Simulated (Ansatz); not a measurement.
# Cu3Au (Auricupride): the cost of one run

Computed with Ansatz 0.2.0 (DFT LDA, scalar-relativistic, plane waves, PAW, unless a step's input says otherwise).

## (1) The system as given

It takes space group Pm-3m (No. 221, cubic). Conventional cell: a = 3.740 Å, b = 3.740 Å, c = 3.740 Å, α = 90.00°, β = 90.00°, γ = 90.00°. Around Cu (site symmetry 4/mmm) lie 8 Cu at 2.64 Å and 4 Au at 2.64 Å. Au (site symmetry m-3m) has 12 Cu at 2.64 Å as nearest neighbours.

Structure file:

```cif
data_structure
_symmetry_space_group_name_H-M 'P 1'
_symmetry_Int_Tables_number 1
_cell_length_a 3.7400
_cell_length_b 3.7400
_cell_length_c 3.7400
_cell_angle_alpha 90.000
_cell_angle_beta 90.000
_cell_angle_gamma 90.000
_cell_volume 52.31
loop_
_atom_site_label
_atom_site_type_symbol
_atom_site_fract_x
_atom_site_fract_y
_atom_site_fract_z
_atom_site_occupancy
Cu1 Cu 0.00000 0.50000 0.50000 1
Cu2 Cu 0.50000 0.00000 0.50000 1
Cu3 Cu 0.50000 0.50000 0.00000 1
Au1 Au 0.00000 0.00000 0.00000 1
```

The structure comes from the Crystallography Open Database.

(A quick probe on a coarse mesh, which set the mesh and smearing, is not shown.)

## (3) Rough relaxation on the coarse mesh

The input, input.yaml:

```yaml
crystal:
  lattice:
    - [3.74, 0.0, 0.0]
    - [0.0, 3.74, 0.0]
    - [0.0, 0.0, 3.74]
  atoms:
    - { symbol: Cu, position: [0.0, 0.5, 0.5] }
    - { symbol: Cu, position: [0.5, 0.0, 0.5] }
    - { symbol: Cu, position: [0.5, 0.5, 0.0] }
    - { symbol: Au, position: [0.0, 0.0, 0.0] }
basis:
  ecutwfc: 420
kpoints:
  mp_grid: { grid: [6, 6, 6] }
hamiltonian:
  xc: lda
scf:
  occupations: { method: gaussian, width: 0.1 }
output:
  forces: true
  stress: true
  eigenvalues: true
relax:
  adjacent_minimum: "off"
  f_tol: 0.05
  max_steps: 80
  cell: { stress_tol: 0.5 }
```

Run with:

```console
ansatz run input.yaml --threads 2 --pin off --max-ram 5120MiB --backend cpu --events-out ev --progress --plain --runs-dir out
```

**Question.** How long does this run take on 2 threads of AMD EPYC (Zen 3), shared host, and how much memory does it need?

About 13 s, with a peak of 0.39 GiB.
